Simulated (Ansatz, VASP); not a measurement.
## Si: VASP beside Ansatz

```
Si
1.0
     0.00000    2.60322    2.60322
     2.60322    0.00000    2.60322
     2.60322    2.60322    0.00000
Si
2
Direct
  0.87500 0.87500 0.87500
  0.12500 0.12500 0.12500
```

Change from the starting cell: volume scaled by 0.88, LAPW.

Alike in both runs: task single point; functional PBEsol; k mesh 12 × 12 × 12; occupations fermi-dirac, width 0.08 eV; no spin polarisation.

|  | VASP | Ansatz |
| --- | --- | --- |
| version | VASP 6.6.1 | Ansatz 0.2.0 |
| potentials or method | VASP PAW PBE potentials, release 64 (Si), cutoff 520 eV | all-electron LAPW, scalar-relativistic |

Ansatz gave:

| Item | Value |
| --- | --- |
| pressure (GPa) | 15.5 |

Problem. What did VASP give for the same quantities?

Solution. Pressure (GPa): 15.8.

Ansatz ran all-electron here, so the differences hold the error of VASP's frozen core and of both bases.

Caveats: so large a pressure means that the cell lies far from this level's equilibrium, or that cutoff or potentials fall short (VASP); the potentials were made for another functional, which shifts forces and pressure (VASP).
